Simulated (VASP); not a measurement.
Write the native input for VASP 6.6.1 that does the following.

- Task: work function
- Functional: PBE
- Potentials or basis: VASP PAW PBE potentials, release 64 (Ni)
- Cutoff: 520 eV
- k mesh: 12 × 12 × 1
- Occupations: fermi-dirac, width 0.05 eV
- Spin: collinear spin, ferromagnetic start
- Starting moments: [1.0, 1.0, 1.0, 1.0, 1.0, 1.0, 1.0] μB
- Further INCAR settings: ALGO = Normal; EDIFF = 1e-06

The structure of Ni lies in POSCAR:

```
Ni
1.0
    2.4918442969      0.0000000000      0.0000000000
   -1.2459221485      2.1580004634      0.0000000000
    0.0000000000      0.0000000000     30.2074940917
Ni
7
Direct
    0.0000000000      0.0000000000      0.2979393118
    0.3333333333      0.6666666667      0.3652928745
    0.6666666667      0.3333333333      0.4326464373
    0.0000000000      0.0000000000      0.5000000000
    0.3333333333      0.6666666667      0.5673535627
    0.6666666667      0.3333333333      0.6347071255
    0.0000000000      0.0000000000      0.7020606882
```

The cell was built by a generator and needn't be a form met in nature.

One way to write it, as run:

INCAR

```
SYSTEM = Ni
PREC = Accurate
ENCUT = 520
EDIFF = 1E-6
ISMEAR = -1
SIGMA = 0.05
LREAL = .False.
LASPH = .True.
NELM = 120
ALGO = Normal
ISIF = 2
LWAVE = .False.
LCHARG = .True.
ISPIN = 2
MAGMOM = 1 1 1 1 1 1 1
LORBIT = 11
LMAXMIX = 4
GGA = PE
LELF = .True.
LVHAR = .True.
LVACPOTAV = .True.
```

KPOINTS

```
regular mesh
0
Gamma
  12 12 1
  0 0 0
```

Potentials or basis: VASP PAW PBE potentials, release 64 (Ni).

The run is started by

```console
$ cat potpaw_PBE.64/Ni/POTCAR > POTCAR
$ mpirun -np 1 vasp_std > vasp.out
```

It gave:

```yaml
Largest_force: 0.187 eV/Å
Band_gap_on_the_k_mesh: none (metal or under the smearing width)
Net_moment: 4.67 μB per cell
Site_moments: Ni +0.68, +0.71, +0.67, +0.66 μB
Valence_electrons_inside_the_program's_atomic_spheres: Ni 9.17, 9.29, 9.30
```

Wall time 12 min on 1 thread of Intel(R) Xeon(R) Platinum 8488C (Sapphire Rapids), with other jobs on the host, peak memory 0.46 GiB.
